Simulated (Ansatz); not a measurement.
## How far is PAW off for TaN?

```
Ta N
1.0
     0.00000    2.15721    2.17900
     2.15721    0.00000    2.17900
     2.15721    2.15721    0.00000
Ta N
1 1
Direct
  0.50000 0.50000 0.50000
  0.00000 0.00000 0.00000
```

Atoms are numbered in the order listed.

The conventional cell has a = 3.051 Å, b = 3.051 Å, c = 4.358 Å, α = 90.00°, β = 90.00°, γ = 90.00°. Ta (atom 1) has 6 N at 2.16 to 2.18 Å as nearest neighbours. N (atom 2) has 6 Ta at 2.16 to 2.18 Å as nearest neighbours.

The cell is COD entry 2310957, as deposited and not checked against the literature; nothing was relaxed. The listed cell was then made from it by scaling, straining or moving an atom.

No spin–orbit coupling, which matters for the heavy atoms here.

All numbers are computed: DFT, PBEsol, PAW with Ansatz's default frozen-core files, scalar-relativistic (Ansatz 0.2.0); DFT, PBEsol, all-electron PAW with datasets made for the crystal, scalar-relativistic (Ansatz 0.2.0); DFT, PBEsol, all-electron LAPW, scalar-relativistic (Ansatz 0.2.0).

For PAW: a Γ-centred 9×9×9 k mesh, Fermi–Dirac smearing of 0.02 eV, cutoff 420 eV, no spin polarisation; the PAW files were made with PBE, and the program remakes their frozen cores for this functional. The crystal-made all-electron datasets (AE datasets) take a cutoff of 500 eV at this cell. LAPW targets a basis error of 0.5 meV/atom. The Ansatz runs share mesh, smearing and spin set-up. Plane-wave (PAW) pressures include the program's estimate of the Pulay term.

Stress and pressure are positive in compression.

The change that made this cell: equal xx and yy strain of -1 %.

No spin–orbit coupling: at heavy atoms the gradients can be off by tens of per cent for that reason.

In a metal, gradients converge slowly with the k mesh: the values move by tens of per cent from one mesh to another, at times in sign, so only the comparison on one mesh counts.

```json
{"quantity": "pressure (GPa)", "PAW": "?", "AE datasets": "12.23", "LAPW": "12.23"}
{"quantity": "stress xx (GPa)", "PAW": "15.33", "AE datasets": "15.19", "LAPW": "15.19"}
{"quantity": "stress zz (GPa)", "PAW": "6.37", "AE datasets": "6.31", "LAPW": "6.31"}
{"quantity": "field gradient Vzz at Ta1 (10²¹ V/m²)", "PAW": "?", "AE datasets": "?", "LAPW": "–"}
```

Problem. Fill in "PAW" for the row "field gradient Vzz at Ta1 (10²¹ V/m²)".

Solution. 5.30.

Problem. What belongs in the row "pressure (GPa)", column "PAW"?

Solution. 12.34.

Problem. What belongs in the row "field gradient Vzz at Ta1 (10²¹ V/m²)", column "AE datasets"?

Solution. 4.98.
